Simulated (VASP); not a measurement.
# Cr (P6_3/mmc) in VASP: further runs

The runs below take Cr through single point, with PBEsol.

Program: VASP 6.6.1. These are calculated values, not measurements. Logs are shortened: lines on timing, memory, paths and dates and some standing lists are left out, and cuts for length are marked.

### Step 1. Starting point

Symmetry: P6_3/mmc, No. 194, hexagonal system. The conventional cell has a = 2.714 Å, b = 2.714 Å, c = 4.410 Å, α = 90.00°, β = 90.00°, γ = 120.00°. Around Cr (site symmetry -6m2) lie 12 Cr at 2.71 Å.

This isn't the form of Cr at room conditions, which is bcc.

### Step 2. Single point, PBEsol, collinear spin, ferromagnetic start

INCAR

```
SYSTEM = Cr
ADDGRID = .FALSE.
ALGO = Normal
EDIFF = 1E-4
ENCUT = 400
GGA = PS
ISIF = 2
ISMEAR = 1
ISPIN = 2
LASPH = .TRUE.
LCHARG = .FALSE.
LMAXMIX = 4
LORBIT = 11
LREAL = Auto
LWAVE = .FALSE.
MAGMOM = 3 3
NELM = 100
PREC = Normal
SIGMA = 0.1
```

KPOINTS

```
k-points
0
G
  15 15 8
  0 0 0
```

POSCAR

```
Cr
1.0
    2.7140000000      0.0000000000      0.0000000000
   -1.3570000000      2.3503929459      0.0000000000
    0.0000000000      0.0000000000      4.4100000000
Cr
2
Direct
    0.6666666667      0.3333333333      0.7500000000
    0.3333333333      0.6666666667      0.2500000000
```

Potentials or basis: VASP PAW PBE potentials, release 64 (Cr_pv).

The run is started by

```bash
cat potpaw_PBE.64/Cr_pv/POTCAR > POTCAR
mpirun -np 1 vasp_std > vasp.out
```

OUTCAR:

```text
SYSTEM = Cr
   EDIFF = 1E-4
   ENCUT = 400
   GGA = PS
   ISIF = 2
   ISMEAR = 1
   ISPIN = 2
   LASPH = .TRUE.
   LORBIT = 11
   LREAL = Auto
   NELM = 100
   PREC = Normal

 Found    135 irreducible k-points:

 Following reciprocal coordinates:
            Coordinates               Weight
  0.000000  0.000000  0.000000      1.000000
  0.066667 -0.000000  0.000000      6.000000
  0.133333  0.000000  0.000000      6.000000
  0.200000 -0.000000  0.000000      6.000000
  0.266667  0.000000  0.000000      6.000000
  0.333333  0.000000  0.000000      6.000000
   k-points           NKPTS =    135   k-points in BZ     NKDIM =    135   number of bands    NBANDS=     19
   number of dos      NEDOS =    301   number of ions     NIONS =      2
   total plane-waves  NPLWV =   4704
   dimension x,y,z NGX =    14 NGY =   14 NGZ =   24
   dimension x,y,z NGXF=    28 NGYF=   28 NGZF=   48
   ions per type =               2
   NGX,Y,Z   is equivalent  to a cutoff of   8.58,  8.58,  9.05 a.u.
   NGXF,Y,Z  is equivalent  to a cutoff of  17.15, 17.15, 18.09 a.u.
 SYSTEM =  Cr
   PREC   = normal    normal or accurate (medium, high low for compatibility)
   ISTART =      0    job   : 0-new  1-cont  2-samecut
   ICHARG =      2    charge: 1-file 2-atom 10-const
   ISPIN  =      2    spin polarized calculation?
   LNONCOLLINEAR =      F non collinear calculations
   LSORBIT =      F    spin-orbit coupling
   LASPH  =      T    aspherical Exc in radial PAW
   ENCUT  =  400.0 eV  29.40 Ry    5.42 a.u.   4.43  4.43  7.19*2*pi/ulx,y,z
   NELM   =    100;   NELMIN=  2; NELMDL= -5     # of ELM steps
   EDIFF  = 0.1E-03   stopping-criterion for ELM
   LREAL  =      T    real-space projection
   EDIFFG = 0.1E-02   stopping-criterion for IOM
   NSW    =      0    number of steps for IOM
   IBRION =     -1    ionic relax: 0-MD 1-quasi-New 2-CG
   NFREE  =      0    steps in history (QN), initial steepest desc. (CG)
   ISIF   =      2    stress and relaxation
   ISYM   =      2    0-nonsym 1-usesym 2-fastsym
   POTIM  = 0.5000    time-step for ionic-motion
   TEBEG  =    0.0;   TEEND  =   0.0 temperature during run
   PSTRESS=    0.0 pullay stress
   NELECT =      24.0000    total number of electrons
   NUPDOWN=      -1.0000    fix difference up-down
   EMIN   =  10.00;   EMAX   =-10.00  energy-range for DOS
   EFERMI =   0.00;   METHOD = LEGACY
   ISMEAR =     1;   SIGMA  =   0.10  broadening in eV -4-tet -1-fermi 0-gaus
   EFERMI_NEDOS =   21; number of points for ismear=-14 and -15
   IALGO  =     38    algorithm
   IMIX   =      4    mixing-type and parameters
     AMIX     =   0.40;   BMIX     =  1.00
     AMIX_MAG =   1.60;   BMIX_MAG =  1.00
  volume/ion in A,a.u.               =      14.07        94.92
  Fermi-wavevector in a.u.,A,eV,Ry     =   1.552681  2.934142 32.801180  2.410819
  Thomas-Fermi vector in A             =   2.657021
   LORBIT       =     11    0 simple, 1 ext, 2 COOP (PROOUT), +10 PAW based schemes
   GGA     = PS    functional components
   LHFCALC =     F    Hartree Fock is set to
   AEXX    =    0.0000 exact exchange contribution
   IVDW    =     0    specifies the selected vdW correction
   LEPSILON=     F    determine dielectric tensor
   LRPA    =     F    only Hartree local field effects (RPA)
 spin polarized calculation
 Methfessel and Paxton  Order N= 1 SIGMA  =   0.10
  energy-cutoff  :      400.00
  volume of cell :       28.13
 maximum number of plane-waves:       537
   NGX =  9   NGY =  9   NGZ = 15

 number of electron      23.9999961 magnetization       1.8296554

 Free energy of the ion-electron system (eV)
  ---------------------------------------------------
  ext. energy  EPLUGINS =         0.00000000
  ---------------------------------------------------
  free energy    TOTEN  =       -18.90585708 eV

  energy without entropy =      -18.90628403  energy(sigma->0) =      -18.90599940

 E-fermi :   8.1376     XC(G=0): -12.6932

 val. band max:        8.1362462398   @ k =   0.2667   0.2667   0.0000
 cond. band min:       8.1416693122   @ k =   0.2000  -0.0000   0.0000
 fundamental gap:      0.0054230724
 Fermi energy:         8.1376165701

 spin component 1

 k-point     1 :       0.0000    0.0000    0.0000
  band No.  band energies     occupation
      1     -35.1779      1.00000
      2     -34.8355      1.00000
      3     -34.8355      1.00000
      4     -34.7684      1.00000
      5     -34.7684      1.00000
      6     -34.6879      1.00000
[... 11 lines left out ...]
     18       9.5153     -0.00000
     19      14.9553      0.00000
[... 89 lines left out ...]
 k-point     6 :       0.3333    0.0000    0.0000
  band No.  band energies     occupation
      1     -35.1086      1.00000
      2     -35.0376      1.00000
      3     -35.0344      1.00000
      4     -34.9166      1.00000
      5     -34.8147      1.00000
      6     -34.7548      1.00000
[... 11 lines left out ...]
     18      14.9257      0.00000
     19      15.0241      0.00000

 [... further k-points ...]

 spin component 2

 k-point     1 :       0.0000    0.0000    0.0000
  band No.  band energies     occupation
      1     -34.4021      1.00000
      2     -33.9689      1.00000
      3     -33.9689      1.00000
      4     -33.9020      1.00000
      5     -33.9006      1.00000
      6     -33.9006      1.00000
[... 11 lines left out ...]
     18      10.3699      0.00000
     19      15.9483      0.00000
[... 89 lines left out ...]
 k-point     6 :       0.3333    0.0000    0.0000
  band No.  band energies     occupation
      1     -34.2554      1.00000
      2     -34.2488      1.00000
      3     -34.1760      1.00000
      4     -34.0517      1.00000
      5     -33.9701      1.00000
      6     -33.9477      1.00000
[... 11 lines left out ...]
     18      15.4750      0.00000
     19      15.9085      0.00000

 [... further k-points ...]

------------------------ aborting loop because EDIFF is reached ----------------------------------------

  FORCE on cell =-STRESS in cart. coord.  units (eV):
  Direction    XX          YY          ZZ          XY          YZ          ZX
  --------------------------------------------------------------------------------------
  -------------------------------------------------------------------------------------
  Total       -6.1330043     -6.1330043     -5.4194431      0.0000000     -0.0000000      0.0000000
  in kB     -349.2970732   -349.2970732   -308.6571436      0.0000000     -0.0000000      0.0000000
  external PRESSURE =    -335.7504300 kB  Pullay stress =       0.0000000 kB

 VOLUME and BASIS-vectors are now :
 -----------------------------------------------------------------------------
  energy-cutoff  :      400.00
  volume of cell :       28.13
      direct lattice vectors                 reciprocal lattice vectors
     2.714000000  0.000000000  0.000000000     0.368459838  0.212730387  0.000000000
    -1.357000000  2.350392946  0.000000000     0.000000000  0.425460773  0.000000000
     0.000000000  0.000000000  4.410000000     0.000000000  0.000000000  0.226757370

 POSITION                                       TOTAL-FORCE (eV/Angst)
 -----------------------------------------------------------------------------------
      1.35700      0.78346      3.30750         0.000000     -0.000000      0.000000
     -0.00000      1.56693      1.10250        -0.000000      0.000000      0.000000
 -----------------------------------------------------------------------------------
    total drift:                               -0.000000      0.000000     -0.000000

  FREE ENERGIE OF THE ION-ELECTRON SYSTEM (eV)
  ---------------------------------------------------
  free  energy   TOTEN  =       -18.9058570793 eV

  energy  without entropy=      -18.9062840273  energy(sigma->0) =      -18.90599940

 total charge

# of ion       s       p       d       tot
------------------------------------------
    1        0.375   6.283   4.054  10.712
    2        0.375   6.283   4.054  10.712
--------------------------------------------------
tot          0.751  12.566   8.108  21.424

 magnetization (x)

# of ion       s       p       d       tot
------------------------------------------
    1        0.001   0.024   0.818   0.843
    2        0.001   0.024   0.818   0.843
--------------------------------------------------
tot          0.002   0.048   1.637   1.687
```

OSZICAR:

```text
N       E                     dE             d eps       ncg     rms          rms(c)
DAV:   1     0.211559850607E+03    0.21156E+03   -0.12528E+04 10340   0.126E+03
DAV:   2    -0.142528900185E+02   -0.22581E+03   -0.22090E+03 10447   0.394E+02
DAV:   3    -0.212283727567E+02   -0.69755E+01   -0.68371E+01 10832   0.829E+01
DAV:   4    -0.213244314603E+02   -0.96059E-01   -0.96001E-01 13081   0.890E+00
DAV:   5    -0.213263331153E+02   -0.19017E-02   -0.19003E-02 11637   0.120E+00    0.194E+01
DAV:   6    -0.186978970771E+02    0.26284E+01   -0.17174E+01 10584   0.448E+01    0.544E+00
DAV:   7    -0.188973892390E+02   -0.19949E+00   -0.68748E-01 11166   0.756E+00    0.283E+00
DAV:   8    -0.189082891175E+02   -0.10900E-01   -0.27456E-02 12576   0.126E+00    0.105E+00
DAV:   9    -0.189047101454E+02    0.35790E-02   -0.99538E-03 11856   0.794E-01    0.349E-01
DAV:  10    -0.189056758993E+02   -0.96575E-03   -0.34844E-03 11160   0.387E-01    0.158E-01
DAV:  11    -0.189058242900E+02   -0.14839E-03   -0.21581E-04  9389   0.139E-01    0.670E-02
DAV:  12    -0.189058570793E+02   -0.32789E-04   -0.30311E-05  6015   0.535E-02
   1 F= -.18905857E+02 E0= -.18905999E+02  d E =0.426948E-03  mag=     1.8163
```

Run time: 43 s. Hardware: 1 thread of Intel Xeon Platinum 8488C (Sapphire Rapids), shared host; peak memory 0.16 GiB.

These settings aren't checked as converged: the numbers below hold their error.

Results:

* Free energy: -18.9059 eV
* Pressure: -33.6 GPa
* Band gap on the k mesh: none (metal or under the smearing width)
* Net moment: 1.83 μB per cell
* Site moments: Cr +0.84 μB
* Valence electrons inside the program's atomic spheres: Cr 10.71

Caveat: a pressure of tens of GPa on the cell as given is suspect, and the run, the potentials or the cell itself is likely at fault; the PAW data sets were made with another functional, which shifts forces and pressure a little.

### Step 3. Single point, PBEsol, collinear spin, ferromagnetic start

INCAR

```
SYSTEM = Cr
ADDGRID = .FALSE.
ALGO = Normal
EDIFF = 1E-6
ENCUT = 600
GGA = PS
ISIF = 2
ISMEAR = 1
ISPIN = 2
LASPH = .TRUE.
LCHARG = .FALSE.
LMAXMIX = 4
LORBIT = 11
LREAL = .FALSE.
LWAVE = .FALSE.
MAGMOM = 3 3
NELM = 100
PREC = Accurate
SIGMA = 0.1
```

KPOINTS

```
k-points
0
G
  12 12 7
  0 0 0
```

POSCAR is that of step 2.

Potentials or basis: VASP PAW PBE potentials, release 64 (Cr_pv).

The run is started by

```bash
cat potpaw_PBE.64/Cr_pv/POTCAR > POTCAR
mpirun -np 1 vasp_std > vasp.out
```

OUTCAR:

```text
SYSTEM = Cr
   EDIFF = 1E-6
   ENCUT = 600
   GGA = PS
   ISIF = 2
   ISMEAR = 1
   ISPIN = 2
   LASPH = .TRUE.
   LORBIT = 11
   LREAL = .FALSE.
   NELM = 100
   PREC = Accurate

 Found     76 irreducible k-points:

 Following reciprocal coordinates:
            Coordinates               Weight
  0.000000  0.000000  0.000000      1.000000
  0.083333 -0.000000  0.000000      6.000000
  0.166667 -0.000000  0.000000      6.000000
  0.250000 -0.000000  0.000000      6.000000
  0.333333 -0.000000  0.000000      6.000000
  0.416667  0.000000  0.000000      6.000000
   k-points           NKPTS =     76   k-points in BZ     NKDIM =     76   number of bands    NBANDS=     19
   number of dos      NEDOS =    301   number of ions     NIONS =      2
   total plane-waves  NPLWV =  20736
   dimension x,y,z NGX =    24 NGY =   24 NGZ =   36
   dimension x,y,z NGXF=    48 NGYF=   48 NGZF=   72
   ions per type =               2
   NGX,Y,Z   is equivalent  to a cutoff of  14.70, 14.70, 13.57 a.u.
   NGXF,Y,Z  is equivalent  to a cutoff of  29.40, 29.40, 27.14 a.u.
 SYSTEM =  Cr
   PREC   = accura    normal or accurate (medium, high low for compatibility)
   ISTART =      0    job   : 0-new  1-cont  2-samecut
   ICHARG =      2    charge: 1-file 2-atom 10-const
   ISPIN  =      2    spin polarized calculation?
   LNONCOLLINEAR =      F non collinear calculations
   LSORBIT =      F    spin-orbit coupling
   LASPH  =      T    aspherical Exc in radial PAW
   ENCUT  =  600.0 eV  44.10 Ry    6.64 a.u.   5.42  5.42  8.81*2*pi/ulx,y,z
   NELM   =    100;   NELMIN=  2; NELMDL= -5     # of ELM steps
   EDIFF  = 0.1E-05   stopping-criterion for ELM
   LREAL  =      F    real-space projection
   EDIFFG = 0.1E-04   stopping-criterion for IOM
   NSW    =      0    number of steps for IOM
   IBRION =     -1    ionic relax: 0-MD 1-quasi-New 2-CG
   NFREE  =      0    steps in history (QN), initial steepest desc. (CG)
   ISIF   =      2    stress and relaxation
   ISYM   =      2    0-nonsym 1-usesym 2-fastsym
   POTIM  = 0.5000    time-step for ionic-motion
   TEBEG  =    0.0;   TEEND  =   0.0 temperature during run
   PSTRESS=    0.0 pullay stress
   NELECT =      24.0000    total number of electrons
   NUPDOWN=      -1.0000    fix difference up-down
   EMIN   =  10.00;   EMAX   =-10.00  energy-range for DOS
   EFERMI =   0.00;   METHOD = LEGACY
   ISMEAR =     1;   SIGMA  =   0.10  broadening in eV -4-tet -1-fermi 0-gaus
   EFERMI_NEDOS =   21; number of points for ismear=-14 and -15
   IALGO  =     38    algorithm
[... 33 lines left out ...]

 val. band max:        8.1405489149   @ k =   0.2500  -0.0000   0.0000
 cond. band min:       8.1444517206   @ k =   0.0000   0.0000   0.4286
 fundamental gap:      0.0039028057
 Fermi energy:         8.1434838924

 spin component 1

 k-point     1 :       0.0000    0.0000    0.0000
  band No.  band energies     occupation
      1     -35.1828      1.00000
      2     -34.8386      1.00000
      3     -34.8386      1.00000
      4     -34.7718      1.00000
      5     -34.7718      1.00000
      6     -34.6925      1.00000
[... 109 lines left out ...]
      6     -34.7913      1.00000
[... 11 lines left out ...]
     18      13.9707      0.00000
     19      14.9577      0.00000

 [... further k-points ...]

 spin component 2

 k-point     1 :       0.0000    0.0000    0.0000
  band No.  band energies     occupation
      1     -34.3840      1.00000
      2     -33.9541      1.00000
      3     -33.9541      1.00000
      4     -33.8861      1.00000
      5     -33.8861      1.00000
      6     -33.8832      1.00000
[... 109 lines left out ...]
      6     -33.9460      1.00000
[... 11 lines left out ...]
     18      14.5246      0.00000
     19      16.1597      0.00000

 [... further k-points ...]

------------------------ aborting loop because EDIFF is reached ----------------------------------------

  FORCE on cell =-STRESS in cart. coord.  units (eV):
  Direction    XX          YY          ZZ          XY          YZ          ZX
  --------------------------------------------------------------------------------------
  -------------------------------------------------------------------------------------
  Total       -5.8120910     -5.8120910     -5.1470031      0.0000000      0.0000000     -0.0000000
  in kB     -331.0198835   -331.0198835   -293.1406901      0.0000000      0.0000000     -0.0000000
  external PRESSURE =    -318.3934857 kB  Pullay stress =       0.0000000 kB

 VOLUME and BASIS-vectors are now :
 -----------------------------------------------------------------------------
  energy-cutoff  :      600.00
  volume of cell :       28.13
      direct lattice vectors                 reciprocal lattice vectors
     2.714000000  0.000000000  0.000000000     0.368459838  0.212730387  0.000000000
    -1.357000000  2.350392946  0.000000000     0.000000000  0.425460773  0.000000000
     0.000000000  0.000000000  4.410000000     0.000000000  0.000000000  0.226757370

 POSITION                                       TOTAL-FORCE (eV/Angst)
 -----------------------------------------------------------------------------------
      1.35700      0.78346      3.30750        -0.000000      0.000000      0.000000
     -0.00000      1.56693      1.10250         0.000000      0.000000      0.000000
 -----------------------------------------------------------------------------------
    total drift:                               -0.000000      0.000000     -0.000000

  FREE ENERGIE OF THE ION-ELECTRON SYSTEM (eV)
  ---------------------------------------------------
  free  energy   TOTEN  =       -18.8955880954 eV

  energy  without entropy=      -18.8957695492  energy(sigma->0) =      -18.89564858

 total charge

# of ion       s       p       d       tot
------------------------------------------
    1        0.376   6.281   4.055  10.713
    2        0.376   6.281   4.055  10.713
--------------------------------------------------
tot          0.752  12.563   8.111  21.426

 magnetization (x)

# of ion       s       p       d       tot
------------------------------------------
    1        0.001   0.025   0.838   0.864
    2        0.001   0.025   0.838   0.864
--------------------------------------------------
tot          0.002   0.050   1.676   1.728
```

OSZICAR:

```text
N       E                     dE             d eps       ncg     rms          rms(c)
DAV:   1     0.258246023719E+03    0.25825E+03   -0.15384E+04  5792   0.165E+03
DAV:   2    -0.126993982702E+02   -0.27095E+03   -0.26554E+03  5854   0.456E+02
DAV:   3    -0.212068676583E+02   -0.85075E+01   -0.82951E+01  6078   0.954E+01
DAV:   4    -0.213184127256E+02   -0.11155E+00   -0.11143E+00  7002   0.104E+01
DAV:   5    -0.213211093219E+02   -0.26966E-02   -0.26945E-02  6764   0.163E+00    0.193E+01
DAV:   6    -0.186910689571E+02    0.26300E+01   -0.17184E+01  5986   0.451E+01    0.544E+00
DAV:   7    -0.188889720940E+02   -0.19790E+00   -0.67939E-01  6319   0.784E+00    0.282E+00
DAV:   8    -0.188993097761E+02   -0.10338E-01   -0.30953E-02  6872   0.137E+00    0.101E+00
DAV:   9    -0.188944724738E+02    0.48373E-02   -0.10389E-02  6590   0.816E-01    0.337E-01
DAV:  10    -0.188953890434E+02   -0.91657E-03   -0.32497E-03  6343   0.444E-01    0.148E-01
DAV:  11    -0.188955495230E+02   -0.16048E-03   -0.18439E-04  8128   0.127E-01    0.730E-02
DAV:  12    -0.188955883923E+02   -0.38869E-04   -0.51017E-05  6391   0.693E-02    0.268E-02
DAV:  13    -0.188955875532E+02    0.83908E-06   -0.10199E-05  6793   0.253E-02    0.104E-02
DAV:  14    -0.188955880954E+02   -0.54220E-06   -0.91653E-07  3898   0.887E-03
   1 F= -.18895588E+02 E0= -.18895649E+02  d E =0.181454E-03  mag=     1.8676
```

stdout:

```text
POSCAR found type information on POSCAR Cr
 POSCAR found :  1 types and       2 ions
 scaLAPACK will be used
 -----------------------------------------------------------------------------
|                                                                             |
|                                                                             |
|     You enforced a specific xc type in the INCAR file but a different       |
|     I HOPE YOU KNOW WHAT YOU ARE DOING!                                     |
|                                                                             |
 -----------------------------------------------------------------------------

 LDA part: xc-table for (Slater+PW92), standard interpolation
 POSCAR, INCAR and KPOINTS ok, starting setup
 FFT: planning ... GRIDC
 FFT: planning ... GRID_SOFT
 FFT: planning ... GRID
 WAVECAR not read
 entering main loop
```

It took 53 s on 1 thread of Intel Xeon Platinum 8488C (Sapphire Rapids), shared host; peak memory 0.21 GiB.

The run converged, but some of its settings lie outside the range that counts as converged, so its numbers aren't taken as properties of the crystal.

Results:

```
Free energy                                           : -18.8956 eV
Pressure                                              : -31.8 GPa
Band gap on the k mesh                                : none (metal or under the smearing width)
Net moment                                            : 1.87 μB per cell
Site moments                                          : Cr +0.86 μB
Valence electrons inside the program's atomic spheres : Cr 10.71
```

Caveat: a pressure of tens of GPa on the cell as given is suspect, and the run, the potentials or the cell itself is likely at fault; the PAW data sets were made with another functional, which shifts forces and pressure a little.
